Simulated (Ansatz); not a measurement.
Runs of Ansatz 0.2.0 on TiSe. Symmetry: P6_3/mmc, No. 194, hexagonal system. The conventional cell has a = 3.559 Å, b = 3.559 Å, c = 6.220 Å, α = 90.00°, β = 90.00°, γ = 120.00°. Se (site symmetry -6m2) has 6 Ti at 2.58 Å as nearest neighbours. Around Ti (site symmetry -3m) lie 6 Se at 2.58 Å. 

```csv
task,level,cell,k mesh,smearing,points for each segment of the path,gap on the mesh (eV),pressure (GPa),relaxed volume (Å³/atom)
density of states,PBEsol,as given,8 × 8 × 4,fermi-dirac 0.05 eV,-,none,-0.7,-
band structure,HSE06,as given,6 × 6 × 4,fermi-dirac 0.05 eV,4,none,-,-
phonons,LDA,as given,7 × 7 × 4,fermi-dirac 0.05 eV,-,none,-,-
relaxation of cell and atoms,HSE06,relaxed,6 × 6 × 4,fermi-dirac 0.05 eV,-,none,-,(b)
relaxation of cell and atoms,LDA,relaxed,9 × 9 × 5,fermi-dirac 0.05 eV,-,none,0.0,(a)
atomic charges,BLYP,as given,9 × 9 × 5,gaussian 0.05 eV,-,none,11.3,-
relaxation of cell and atoms,PBEsol,relaxed,9 × 9 × 5,fermi-dirac 0.05 eV,-,none,0.0,16.49
relaxation of cell and atoms,BLYP+D3(BJ),relaxed,9 × 9 × 5,fermi-dirac 0.05 eV,-,none,0.0,16.45
```

Alike in all rows: potentials or basis Ansatz PAW; no spin polarisation; cutoff (eV) 420.

Problem. Estimate the missing entries.

Solution. (a) 16.07; (b) 16.66.

Caveats: the PAW data sets come from PBE, with cores solved anew for the run's functional, which leaves a small shift of forces and pressure; the plane-wave basis is chosen anew once the cell has moved, so the energies of steps on either side of that aren't comparable (some runs); the potentials were made for another functional, which shifts forces and pressure (some runs); pairwise dispersion overbinds metals, which lowers pressure and volume (some runs).

A k mesh can miss the band edges, and the runs leave out spin-orbit coupling on Se.

A gap of «none» marks a metal or a gap under the smearing width.

Not every run made on this cell is shown here.
